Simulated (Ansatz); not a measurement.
How much do the gradients of LiH with iodine replacing H depend on the method?

Cell: a supercell of LiH (rock salt type, Fm-3m) built from a computed structure from the Materials Project (it need not be an observed phase), with the ions relaxed around the defect (PBE).

Space group Fm-3m (No. 225); a = 12.0517 Å.

```csv
site,Wyckoff,site symmetry,x,y,z
Li1,32f,.3m,0.3328,0.8328,0.8328
Li2,24e,4m.m,0.5000,0.0000,0.8014
Li6,48h,m.m2,0.8325,0.1675,0.0000
Li27,4a,m-3m,0.0000,0.5000,0.5000
I,4b,m-3m,0.5000,0.0000,0.0000
H29,48i,m.m2,0.6738,0.1738,0.0000
H32,32f,.3m,0.8340,0.1660,0.1660
H42,24e,4m.m,0.0000,0.5000,0.3424
```

One atom of each set is listed; the run and its k-mesh use a cell of 54 atoms with edges of 8.52, 8.52, 8.52 Å.

First run. The numbers come from a DFT calculation in Ansatz (PBE, plane waves and PAW, scalar-relativistic, 420 eV cutoff, Γ-centred 3×3×3 k-points, Fermi–Dirac smearing 0.01 eV).

| site | V_zz (10²¹ V/m²) | η |
| --- | --- | --- |
| Li1 | 0.035 | 0.00 |
| Li2 | -0.10 | 0.00 |
| Li6 | 0.056 | 0.95 |
| I | 0.00 | – |
| H29 | 0.063 | 0.66 |
| H42 | 0.24 | 0.00 |

Second run. The same atoms and settings, except that the functional is r2SCAN and the cutoff is 500 eV.

(1) What does the second run give?

Answers

(1) 

| site | V_zz | η | change of V_zz |
| --- | --- | --- | --- |
| Li1 | 0.033 | 0.00 | 0.00 |
| Li2 | -0.12 | 0.00 | -0.02 |
| Li6 | -0.058 | 0.95 | – |
| I | 0.00 | – | 0.00 |
| H29 | 0.066 | 0.65 | 0.00 |
| H42 | 0.25 | 0.00 | +0.01 |

No V_zz moves by more than 0.03. On Li6 the largest principal value lies along another axis in the second run, so the two V_zz can't be compared directly. Other sites with |V_zz| of 0.02 or less aren't listed.

The defect repeats with the cell of 54 atoms, so it feels its images: sites between two images don't show the values beside a lone defect, and zeros or small values of η there can come from the images' arrangement. The relaxation keeps the site symmetry m-3m of the start, so the impurity can't leave its site; a start off the site could end lower. Without spin–orbit coupling the gradients at and beside I can be off by some per cent, at some sites by more. With these PAW files V_zz is typically within 2 to 3 % of all-electron values, but misses above 10 % occur on Li.
